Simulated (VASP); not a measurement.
# PtS2 (P-3m1) in VASP: notebook

One crystal, PtS2, is run at these levels: PBEsol; tasks: single point.

All numbers are computed with VASP 6.6.1; they aren't measurements. Logs are shortened: lines on timing, memory, paths and dates and some standing lists are left out, and cuts for length are marked.

### Step 1. The structure

The structure is trigonal, space group P-3m1 (No. 164). The conventional cell has a = 3.568 Å, b = 3.568 Å, c = 4.802 Å, α = 90.00°, β = 90.00°, γ = 120.00°. Around Pt (site symmetry -3m) lie 6 S at 2.38 Å. S (site symmetry 3m) has 3 Pt at 2.38 Å as nearest neighbours.

The cell is a database's computed one.

### Step 2. Single point, PBEsol

The input, INCAR:

```
SYSTEM = PtS2
PREC = Accurate ; ENCUT = 700
EDIFF = 1E-6 ; ISMEAR = 0
SIGMA = 0.02 ; LREAL = .False.
LASPH = .True. ; NELM = 100
ALGO = Fast ; ISIF = 2
LWAVE = .False. ; LCHARG = .False.
GGA = PS
```

The input, KPOINTS:

```
Automatic mesh
0
Gamma
  9 9 6
  0 0 0
```

The input, POSCAR:

```
PtS2
1.0
    3.5675900000      0.0000000000      0.0000000000
   -1.7837900000      3.0896200000      0.0000000000
    0.0000000000      0.0000000000      4.8017200000
Pt S
1 2
Direct
    0.0000000000      0.0000000000      0.0000000000
    0.6666700000      0.3333300000      0.7506900000
    0.3333300000      0.6666700000      0.2493100000
```

Potentials or basis: VASP PAW PBE potentials, release 64 (Pt, S).

On the command line:

```bash
$ cat potpaw_PBE.64/Pt/POTCAR potpaw_PBE.64/S/POTCAR > POTCAR
$ mpirun -np 1 vasp_std > vasp.out
```

OUTCAR:

```text
SYSTEM = PtS2
   PREC = Accurate
   ENCUT = 700
   EDIFF = 1E-6
   ISMEAR = 0
   LREAL = .False.
   LASPH = .True.
   NELM = 100
   ISIF = 2
   GGA = PS

 ion  position               nearest neighbor table
   1  0.000  0.000  0.000-   2 2.38   3 2.38   3 2.38   2 2.38   2 2.38   3 2.38
   2  0.667  0.333  0.751-   1 2.38   1 2.38   1 2.38
   3  0.333  0.667  0.249-   1 2.38   1 2.38   1 2.38

  LATTYP: Found a hexagonal cell.
 ALAT       =     3.5675900000
 C/A-ratio  =     1.3459282036

  Lattice vectors:

 A1 = (   3.5675900000,   0.0000000000,   0.0000000000)
 A2 = (  -1.7837900000,   3.0896200000,   0.0000000000)
 A3 = (   0.0000000000,   0.0000000000,   4.8017200000)

Analysis of symmetry for initial positions (statically):
=====================================================================
 Subroutine PRICEL returns:
 Original cell was already a primitive cell.

 Routine SETGRP: Setting up the symmetry group for a
 hexagonal supercell.

 Subroutine GETGRP returns: Found  4 space group operations
 (whereof  4 operations were pure point group operations)
 out of a pool of 24 trial point group operations.

The static configuration has the point symmetry C_2h.

Analysis of symmetry for dynamics (positions and initial velocities):
=====================================================================
 Subroutine PRICEL returns:
 Original cell was already a primitive cell.

 Routine SETGRP: Setting up the symmetry group for a
 hexagonal supercell.

 Subroutine GETGRP returns: Found  4 space group operations
 (whereof  4 operations were pure point group operations)
 out of a pool of 24 trial point group operations.

The dynamic configuration has the point symmetry C_2h.

 Subroutine INISYM returns: Found  4 space group operations
 (whereof  4 operations are pure point group operations),
 and found     1 'primitive' translations

----------------------------------------------------------------------------------------

                                     Primitive cell

  volume of cell :      52.9269

  direct lattice vectors                    reciprocal lattice vectors
     3.567590000  0.000000000  0.000000000     0.280301268  0.161831746  0.000000000
    -1.783790000  3.089620000  0.000000000     0.000000000  0.323664399  0.000000000
     0.000000000  0.000000000  4.801720000     0.000000000  0.000000000  0.208258707

  length of vectors
     3.567590000  3.567584408  4.801720000     0.323663892  0.323664399  0.208258707

  position of ions in fractional coordinates (direct lattice)
     0.000000000  0.000000000  0.000000000
     0.666670000  0.333330000  0.750690000
     0.333330000  0.666670000  0.249310000

  ion indices of the primitive-cell ions
   primitive index   ion index
                 1           1
                 2           2
                 3           3

----------------------------------------------------------------------------------------

 KPOINTS: Automatic mesh

Automatic generation of k-mesh.
 Grid dimensions read from file:
 generate k-points for:    9    9    6

 Generating k-lattice:

  Cartesian coordinates                     Fractional coordinates (reciprocal lattice)
     0.031144585  0.017981305  0.000000000     0.111111111  0.000000000  0.000000000
     0.000000000  0.035962711  0.000000000     0.000000000  0.111111111  0.000000000
     0.000000000  0.000000000  0.034709785     0.000000000  0.000000000  0.166666667

  Length of vectors
     0.035962655  0.035962711  0.034709785

  Shift w.r.t. Gamma in fractional coordinates (k-lattice)
     0.000000000  0.000000000  0.000000000

 Subroutine IBZKPT returns following result:
 ===========================================

 Found    140 irreducible k-points:

 Following reciprocal coordinates:
            Coordinates               Weight
  0.000000  0.000000  0.000000      1.000000
  0.111111 -0.000000  0.000000      4.000000
 -0.111111  0.111111  0.000000      2.000000
  0.222222 -0.000000  0.000000      4.000000
 -0.222222  0.222222  0.000000      2.000000
  0.333333  0.000000  0.000000      4.000000
[... 16 lines left out ...]
 -0.222222 -0.444444  0.000000      4.000000
  0.444444  0.333333  0.000000      4.000000
 [... further k-points ...]
   k-points           NKPTS =    140   k-points in BZ     NKDIM =    140   number of bands    NBANDS=     15
   number of dos      NEDOS =    301   number of ions     NIONS =      3
   total plane-waves  NPLWV =  43008
   dimension x,y,z NGX =    32 NGY =   32 NGZ =   42
   dimension x,y,z NGXF=    64 NGYF=   64 NGZF=   84
   ions per type =               1   2
   NGX,Y,Z   is equivalent  to a cutoff of  14.91, 14.91, 14.54 a.u.
   NGXF,Y,Z  is equivalent  to a cutoff of  29.82, 29.82, 29.08 a.u.
 SYSTEM =  PtS2
   PREC   = accura    normal or accurate (medium, high low for compatibility)
   ISTART =      0    job   : 0-new  1-cont  2-samecut
   ICHARG =      2    charge: 1-file 2-atom 10-const
   ISPIN  =      1    spin polarized calculation?
   LNONCOLLINEAR =      F non collinear calculations
   LSORBIT =      F    spin-orbit coupling
   LASPH  =      T    aspherical Exc in radial PAW
   ENCUT  =  700.0 eV  51.45 Ry    7.17 a.u.   7.70  7.70 10.36*2*pi/ulx,y,z
   NELM   =    100;   NELMIN=  2; NELMDL= -5     # of ELM steps
   EDIFF  = 0.1E-05   stopping-criterion for ELM
   LREAL  =      F    real-space projection
   EDIFFG = 0.1E-04   stopping-criterion for IOM
   NSW    =      0    number of steps for IOM
   IBRION =     -1    ionic relax: 0-MD 1-quasi-New 2-CG
   NFREE  =      0    steps in history (QN), initial steepest desc. (CG)
   ISIF   =      2    stress and relaxation
   ISYM   =      2    0-nonsym 1-usesym 2-fastsym
   POTIM  = 0.5000    time-step for ionic-motion
   TEBEG  =    0.0;   TEEND  =   0.0 temperature during run
   PSTRESS=    0.0 pullay stress
   NELECT =      22.0000    total number of electrons
   NUPDOWN=      -1.0000    fix difference up-down
   EMIN   =  10.00;   EMAX   =-10.00  energy-range for DOS
   EFERMI =   0.00;   METHOD = LEGACY
   ISMEAR =     0;   SIGMA  =   0.02  broadening in eV -4-tet -1-fermi 0-gaus
   EFERMI_NEDOS =   21; number of points for ismear=-14 and -15
   IALGO  =     68    algorithm
   IMIX   =      4    mixing-type and parameters
     AMIX     =   0.40;   BMIX     =  1.00
     AMIX_MAG =   1.60;   BMIX_MAG =  1.00
  volume/ion in A,a.u.               =      17.64       119.06
  Fermi-wavevector in a.u.,A,eV,Ry     =   1.221772  2.308814 20.309776  1.492726
  Thomas-Fermi vector in A             =   2.356942
   LORBIT       =      0    0 simple, 1 ext, 2 COOP (PROOUT), +10 PAW based schemes
   GGA     = PS    functional components
   LHFCALC =     F    Hartree Fock is set to
   AEXX    =    0.0000 exact exchange contribution
   IVDW    =     0    specifies the selected vdW correction
   LEPSILON=     F    determine dielectric tensor
   LRPA    =     F    only Hartree local field effects (RPA)
 non-spin polarized calculation
 RMM-DIIS sequential band-by-band and
 Gauss-broadening in eV      SIGMA  =   0.02
  energy-cutoff  :      700.00
  volume of cell :       52.93
 maximum number of plane-waves:      2276
   NGX = 15   NGY = 15   NGZ = 21

 number of electron      22.0000001 magnetization

 Free energy of the ion-electron system (eV)
  ---------------------------------------------------
  ext. energy  EPLUGINS =         0.00000000
  ---------------------------------------------------
  free energy    TOTEN  =       -16.99919087 eV

  energy without entropy =      -16.99919087  energy(sigma->0) =      -16.99919087

 E-fermi :   7.6027     XC(G=0): -11.0747

 val. band max:        7.4444942588   @ k =   0.0000   0.0000   0.0000
 cond. band min:       7.8039874247   @ k =   0.3333   0.3333   0.0000
 fundamental gap:      0.3594931658
 Fermi energy:         7.6027203322

 k-point     1 :       0.0000    0.0000    0.0000
  band No.  band energies     occupation
      1      -8.3289      2.00000
      2      -5.0295      2.00000
      3      -0.0118      2.00000
      4       0.4071      2.00000
      5       0.4071      2.00000
      6       3.2834      2.00000
      7       3.2835      2.00000
      8       5.1209      2.00000
      9       6.0061      2.00000
     10       6.0063      2.00000
     11       7.4445      2.00000
     12       9.0044      0.00000
     13       9.0045      0.00000
     14      11.3123      0.00000
     15      12.5286      0.00000

 k-point     2 :       0.1111   -0.0000    0.0000
  band No.  band energies     occupation
      1      -8.1710      2.00000
      2      -5.1318      2.00000
      3       0.1571      2.00000
      4       0.5105      2.00000
      5       0.5586      2.00000
      6       3.0447      2.00000
      7       3.1659      2.00000
      8       4.7201      2.00000
      9       5.8513      2.00000
     10       5.9642      2.00000
     11       7.2057      2.00000
     12       8.7487      0.00000
     13       8.9932      0.00000
     14      12.1366      0.00000
     15      13.1312      0.00000

 k-point     3 :      -0.1111    0.1111    0.0000
  band No.  band energies     occupation
      1      -8.1710      2.00000
      2      -5.1318      2.00000
      3       0.1571      2.00000
      4       0.5106      2.00000
      5       0.5586      2.00000
      6       3.0447      2.00000
      7       3.1659      2.00000
      8       4.7201      2.00000
      9       5.8513      2.00000
     10       5.9643      2.00000
     11       7.2058      2.00000
     12       8.7488      0.00000
     13       8.9931      0.00000
     14      12.1365      0.00000
     15      13.1313      0.00000

 k-point     4 :       0.2222   -0.0000    0.0000
  band No.  band energies     occupation
      1      -7.7263      2.00000
      2      -5.3820      2.00000
      3       0.5813      2.00000
      4       0.7746      2.00000
      5       0.9856      2.00000
      6       2.2371      2.00000
      7       2.9734      2.00000
      8       4.0894      2.00000
      9       5.5636      2.00000
     10       5.6508      2.00000
     11       6.3866      2.00000
     12       8.7882      0.00000
     13       9.1572      0.00000
     14      12.6836      0.00000
     15      14.0875      0.00000
[... 307 lines left out ...]
 k-point    22 :       0.3333    0.2222    0.0000
  band No.  band energies     occupation
      1      -6.2783      2.00000
      2      -5.9776      2.00000
      3       0.1945      2.00000
      4       0.9692      2.00000
      5       1.4133      2.00000
      6       2.3014      2.00000
      7       2.6233      2.00000
      8       3.8468      2.00000
      9       4.3121      2.00000
     10       4.8575      2.00000
     11       6.1334      2.00000
     12       7.9515      0.00000
     13       8.3531      0.00000
     14      12.2636      0.00000
     15      14.7727      0.00000

 k-point    23 :      -0.2222   -0.4444    0.0000
  band No.  band energies     occupation
      1      -6.2783      2.00000
      2      -5.9776      2.00000
      3       0.1945      2.00000
      4       0.9692      2.00000
      5       1.4133      2.00000
      6       2.3014      2.00000
      7       2.6234      2.00000
      8       3.8467      2.00000
      9       4.3121      2.00000
     10       4.8574      2.00000
     11       6.1335      2.00000
     12       7.9515      0.00000
     13       8.3531      0.00000
     14      12.2636      0.00000
     15      14.7733      0.00000

 k-point    24 :       0.4444    0.3333    0.0000
  band No.  band energies     occupation
      1      -6.2783      2.00000
      2      -5.9776      2.00000
      3       0.1944      2.00000
      4       0.9693      2.00000
      5       1.4133      2.00000
      6       2.3014      2.00000
      7       2.6234      2.00000
      8       3.8467      2.00000
      9       4.3121      2.00000
     10       4.8574      2.00000
     11       6.1334      2.00000
     12       7.9515      0.00000
     13       8.3531      0.00000
     14      12.2636      0.00000
     15      14.7726      0.00000

 [... further k-points ...]

------------------------ aborting loop because EDIFF is reached ----------------------------------------

  FORCE on cell =-STRESS in cart. coord.  units (eV):
  Direction    XX          YY          ZZ          XY          YZ          ZX
  --------------------------------------------------------------------------------------
  -------------------------------------------------------------------------------------
  Total        0.0053297      0.0050642      0.0095853     -0.0002299     -0.0002212      0.0003831
  in kB        0.1613373      0.1533006      0.2901613     -0.0069595     -0.0066958      0.0115962
  external PRESSURE =       0.2015997 kB  Pullay stress =       0.0000000 kB

 VOLUME and BASIS-vectors are now :
 -----------------------------------------------------------------------------
  energy-cutoff  :      700.00
  volume of cell :       52.93
      direct lattice vectors                 reciprocal lattice vectors
     3.567590000  0.000000000  0.000000000     0.280301268  0.161831746  0.000000000
    -1.783790000  3.089620000  0.000000000     0.000000000  0.323664399  0.000000000
     0.000000000  0.000000000  4.801720000     0.000000000  0.000000000  0.208258707

 POSITION                                       TOTAL-FORCE (eV/Angst)
 -----------------------------------------------------------------------------------
      0.00000      0.00000      0.00000         0.000000      0.000000      0.000000
      1.78381      1.02986      3.60460        -0.000182      0.000105     -0.000627
     -0.00001      2.05976      1.19712         0.000182     -0.000105      0.000627
 -----------------------------------------------------------------------------------
    total drift:                               -0.000000      0.000000      0.000000

  FREE ENERGIE OF THE ION-ELECTRON SYSTEM (eV)
  ---------------------------------------------------
  free  energy   TOTEN  =       -16.9991908710 eV

  energy  without entropy=      -16.9991908710  energy(sigma->0) =      -16.99919087
```

Run time: 71 s. Hardware: 1 thread of Intel Xeon Platinum 8488C (Sapphire Rapids), shared host; peak memory 0.33 GiB.

Results:

```
Free energy            : -16.9992 eV
Pressure               : 0.0 GPa
Band gap on the k mesh : 0.36 eV, indirect (least direct gap 1.00 eV)
```

Caveat: the PAW data sets were made with another functional, which shifts forces and pressure a little; spin-orbit coupling is left out, which moves the levels of the heavy elements; an odd mesh through Γ misses points on the zone boundary, where band edges often lie.

### Step 3. Single point, PBEsol

Changes to INCAR since step 2:

```diff
@@ -1,3 +1,3 @@
 SYSTEM = PtS2
-PREC = Accurate ; ENCUT = 700
+PREC = Accurate ; ENCUT = 520
 EDIFF = 1E-6 ; ISMEAR = 0
```

The input, KPOINTS:

```
Automatic mesh
0
Gamma
  15 15 10
  0 0 0
```

POSCAR is that of step 2.

Potentials or basis: VASP PAW PBE potentials, release 64 (Pt, S).

On the command line:

```bash
$ cat potpaw_PBE.64/Pt/POTCAR potpaw_PBE.64/S/POTCAR > POTCAR
$ mpirun -np 1 vasp_std > vasp.out
```

Run time: 3.7 min. Hardware: 1 thread of Intel Xeon Platinum 8488C (Sapphire Rapids), shared host; peak memory 0.56 GiB.

The run converged. Its results:

```
Free energy            : -16.9982 eV
Pressure               : 0.0 GPa
Band gap on the k mesh : 0.27 eV, indirect (least direct gap 0.75 eV)
```

Levels at points of the mesh, in eV from the valence-band top:
| k point | band 8 | band 9 | band 10 | band 11 | band 12 | band 13 | band 14 | band 15 |
| --- | --- | --- | --- | --- | --- | --- | --- | --- |
| (0.00, 0.00, 0.00) | -2.32 | -1.44 | -1.44 | 0.00 | 1.56 | 1.56 | 3.87 | 5.08 |
| (0.00, 0.00, 0.50) | -3.10 | -1.83 | -1.83 | -1.36 | 2.41 | 2.41 | 5.22 | 6.93 |

Caveat: the PAW data sets were made with another functional, which shifts forces and pressure a little; spin-orbit coupling is left out, which moves the levels of the heavy elements; an odd mesh through Γ misses points on the zone boundary, where band edges often lie.
